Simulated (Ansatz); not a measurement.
# Course of a relaxation: Ge

A trial structure of Ge was built thus: random cell by space group and Wyckoff sites (Fddd, No. 70). Its size is a rough estimate.

```xyz
2
Lattice="0.0000 3.6045 3.8931 1.7303 0.0000 3.8931 1.7303 3.6045 0.0000" Properties=species:S:1:pos:R:3 pbc="T T T"
Ge    0.8652    1.8022    1.9465
Ge    0.0000    0.0000    0.0000
```

All numbers below come from DFT PBE, scalar-relativistic, plane waves, PAW in Ansatz 0.2.0. Cutoff 420 eV, Gaussian smearing, Γ-centred meshes. Cell and atoms relax first on a coarse mesh and then on a finer one. In between, the cell is made exact in the group found at 0.06 Å. In metals the finer mesh still leaves noise of several meV/atom or more. The steps can't lower the symmetry of their start. No spin polarisation.

Steps on the 6×6×6 mesh (2 atoms, 10 steps). The free energy counts from the last step; the plane-wave basis is renewed at times, which shifts energy and pressure.

```tsv
step	ΔF (meV/atom)	V (Å³/atom)	P (GPa)
1	180.4	24.28	-7.56
2	75.2	21.74	-4.10
3	43.1	19.55	1.18
4	35.5	19.67	0.26
5	12.4	19.41	0.43
6	2.3	19.05	0.69
7	32.2	20.99	-4.70
8	-0.4	19.25	0.00
9	-0.7	19.24	0.07
10	0.0	19.24	0.06
```

The relaxed structure, after a last relaxation on the converged mesh:

```cif
data_structure
_symmetry_space_group_name_H-M 'I4_1/amd:1'
_symmetry_Int_Tables_number 141
_cell_length_a 5.2005
_cell_length_b 5.2005
_cell_length_c 2.8544
_cell_angle_alpha 90.000
_cell_angle_beta 90.000
_cell_angle_gamma 90.000
_cell_volume 77.20
loop_
_atom_site_label
_atom_site_type_symbol
_atom_site_symmetry_multiplicity
_atom_site_Wyckoff_symbol
_atom_site_fract_x
_atom_site_fract_y
_atom_site_fract_z
_atom_site_occupancy
Ge1 Ge 4 a 0.00000 0.50000 0.25000 1
```

The symmetry goes from Fddd (No. 70) to I4_1/amd (No. 141). The end has the beta-tin type. The volume per atom shrinks by 20.5 %, from 24.3 to 19.3 Å³. The shortest distance goes from 2.79 Å (Ge–Ge) to 2.70 Å (Ge–Ge). The energy falls by about 0.19 eV/atom (the start's value is from the coarse mesh). The end is written in a standard setting, so origin, axes and order of atoms can differ from the start's. Around Ge lie 6 Ge at 2.70–2.85 Å.

```json
{
  "Volume per atom": "19.30 Å³",
  "Density": "6.25 g/cm³",
  "Energy over the standard state": "+0.23 eV/atom",
  "Gap on the 22×22×22 mesh of the 2-atom cell": "0 eV (a metal)"
}
```

Energies count from the standard state of Ge at the same level.

The last run used Gaussian smearing of 0.10 eV. A structure relaxed within its symmetry needn't be a true minimum. In all, the 3 runs took 6.2 min on 1 thread of Intel(R) Xeon(R) Processor @ 2.50GHz (Skylake/Cascade Lake), on a shared host.
